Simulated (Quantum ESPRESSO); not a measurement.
Here is a Quantum ESPRESSO 7.5 calculation.

File pw.in:

```
&CONTROL
  calculation = 'scf'
  prefix = 'pwscf'
  outdir = './tmp'
  pseudo_dir = './pseudo'
  tprnfor = .true.
  tstress = .true.
  disk_io = 'low'
/
&SYSTEM
  ibrav = 0
  celldm(1) = 8
  nat = 4
  ntyp = 2
  ecutwfc = 45
  ecutrho = 360
  nbnd = 14
  occupations = 'smearing'
  smearing = 'fd'
  degauss = 0.00367493
/
&ELECTRONS
  conv_thr = 8d-10
  electron_maxstep = 120
  mixing_beta = 0.5
/
ATOMIC_SPECIES
Al    26.9815 al_pbe_v1.uspp.F.UPF
N     14.0070 n_pbe_v1.2.uspp.F.UPF
CELL_PARAMETERS alat
  0.7353396782450   0.0000000000000   0.0000000000000
 -0.3676698391225   0.6368228417753   0.0000000000000
  0.0000000000000   0.0000000000000   1.1765907283451
ATOMIC_POSITIONS crystal
Al     0.6666666667    0.3333333333    0.5000000000
Al     0.3333333333    0.6666666667    0.0000000000
N      0.6666666667    0.3333333333    0.8800000000
N      0.3333333333    0.6666666667    0.3800000000
K_POINTS automatic
10 10 6 0 0 0
```

The input bands.in:

```
&CONTROL
  calculation = 'bands'
  prefix = 'pwscf'
  outdir = './tmp'
  pseudo_dir = './pseudo'
  disk_io = 'low'
  verbosity = 'high'
/
&SYSTEM
  ibrav = 0
  celldm(1) = 8
  nat = 4
  ntyp = 2
  ecutwfc = 45
  ecutrho = 360
  nbnd = 14
  occupations = 'smearing'
  smearing = 'fd'
  degauss = 0.00367493
/
&ELECTRONS
  conv_thr = 1d-08
  electron_maxstep = 120
  mixing_beta = 0.5
  diago_full_acc = .true.
  startingwfc = 'random'
/
ATOMIC_SPECIES
Al    26.9815 al_pbe_v1.uspp.F.UPF
N     14.0070 n_pbe_v1.2.uspp.F.UPF
CELL_PARAMETERS alat
  0.7353396782450   0.0000000000000   0.0000000000000
 -0.3676698391225   0.6368228417753   0.0000000000000
  0.0000000000000   0.0000000000000   1.1765907283451
ATOMIC_POSITIONS crystal
Al     0.6666666667    0.3333333333    0.5000000000
Al     0.3333333333    0.6666666667    0.0000000000
N      0.6666666667    0.3333333333    0.8800000000
N      0.3333333333    0.6666666667    0.3800000000
K_POINTS crystal
60
 0.0000000000  0.0000000000  0.0000000000 1
 0.0714285714  0.0000000000  0.0000000000 1
 0.1428571429  0.0000000000  0.0000000000 1
 0.2142857143  0.0000000000  0.0000000000 1
 0.2857142857  0.0000000000  0.0000000000 1
 0.3571428571  0.0000000000  0.0000000000 1
 0.4285714286  0.0000000000  0.0000000000 1
 0.5000000000  0.0000000000  0.0000000000 1
 0.4583333333  0.0833333333  0.0000000000 1
 0.4166666667  0.1666666667  0.0000000000 1
 0.3750000000  0.2500000000  0.0000000000 1
 0.3333333333  0.3333333333  0.0000000000 1
 0.2962962963  0.2962962963  0.0000000000 1
 0.2592592593  0.2592592593  0.0000000000 1
 0.2222222222  0.2222222222  0.0000000000 1
 0.1851851852  0.1851851852  0.0000000000 1
 0.1481481481  0.1481481481  0.0000000000 1
 0.1111111111  0.1111111111  0.0000000000 1
 0.0740740741  0.0740740741  0.0000000000 1
 0.0370370370  0.0370370370  0.0000000000 1
 0.0000000000  0.0000000000  0.0000000000 1
 0.0000000000  0.0000000000  0.1250000000 1
 0.0000000000  0.0000000000  0.2500000000 1
 0.0000000000  0.0000000000  0.3750000000 1
 0.0000000000  0.0000000000  0.5000000000 1
 0.0625000000  0.0000000000  0.5000000000 1
 0.1250000000  0.0000000000  0.5000000000 1
 0.1875000000  0.0000000000  0.5000000000 1
 0.2500000000  0.0000000000  0.5000000000 1
 0.3125000000  0.0000000000  0.5000000000 1
 0.3750000000  0.0000000000  0.5000000000 1
 0.4375000000  0.0000000000  0.5000000000 1
 0.5000000000  0.0000000000  0.5000000000 1
 0.4666666667  0.0666666667  0.5000000000 1
 0.4333333333  0.1333333333  0.5000000000 1
 0.4000000000  0.2000000000  0.5000000000 1
 0.3666666667  0.2666666667  0.5000000000 1
 0.3333333333  0.3333333333  0.5000000000 1
 0.3030303030  0.3030303030  0.5000000000 1
 0.2727272727  0.2727272727  0.5000000000 1
 0.2424242424  0.2424242424  0.5000000000 1
 0.2121212121  0.2121212121  0.5000000000 1
 0.1818181818  0.1818181818  0.5000000000 1
 0.1515151515  0.1515151515  0.5000000000 1
 0.1212121212  0.1212121212  0.5000000000 1
 0.0909090909  0.0909090909  0.5000000000 1
 0.0606060606  0.0606060606  0.5000000000 1
 0.0303030303  0.0303030303  0.5000000000 1
 0.0000000000  0.0000000000  0.5000000000 1
 0.5000000000  0.0000000000  0.5000000000 1
 0.5000000000  0.0000000000  0.4000000000 1
 0.5000000000  0.0000000000  0.3000000000 1
 0.5000000000  0.0000000000  0.2000000000 1
 0.5000000000  0.0000000000  0.1000000000 1
 0.5000000000  0.0000000000  0.0000000000 1
 0.3333333333  0.3333333333  0.0000000000 1
 0.3333333333  0.3333333333  0.1250000000 1
 0.3333333333  0.3333333333  0.2500000000 1
 0.3333333333  0.3333333333  0.3750000000 1
 0.3333333333  0.3333333333  0.5000000000 1
```

Potentials or basis: GBRV 1.5 PBE.

Run with:

```sh
$ OMP_NUM_THREADS=1 pw.x -in pw.in > pw.out
$ OMP_NUM_THREADS=1 pw.x -in bands.in > bands.out
```

Question: What does it give for the largest force?

Answer: 0.126 eV/Å.

Question: Predict the band gap along the path.

Answer: 4.20 eV, direct.

Question: Estimate the pressure.

Answer: 4.2 GPa.

Question: What does it give for the band gap on the k mesh?

Answer: 4.20 eV, direct.

Forces on the atoms (eV/Å):
```
Al   0.000  0.000 -0.126
Al   0.000  0.000 -0.126
N    0.000  0.000  0.126
N    0.000  0.000  0.126
```

**What was measured.**

From “Structural and optical properties of self-assembled AlN nanowires grown on SiO2/Si substrates by molecular beam epitaxy”, 2024, arxiv:2402.00216, for a bulk crystal of AlN at 0 K: band gap 6.0343 eV (an exciton energy, a little under the gap).

A measured gap of AlN is 6.0343 eV (an exciton energy, a little under the gap; 0 K; quoted in “Structural and optical properties of self-assembled AlN nanowires grown on SiO2/Si substrates by molecular beam epitaxy”, 2024, arxiv:2402.00216); the calculated 4.20 eV misses it by -1.83 eV. 2 values of this kind are on record (6.034 to 6.0343 eV); this one was drawn at random. The value is that of PBE, without temperature or zero-point motion. Semilocal functionals fall short of measured gaps as a rule.
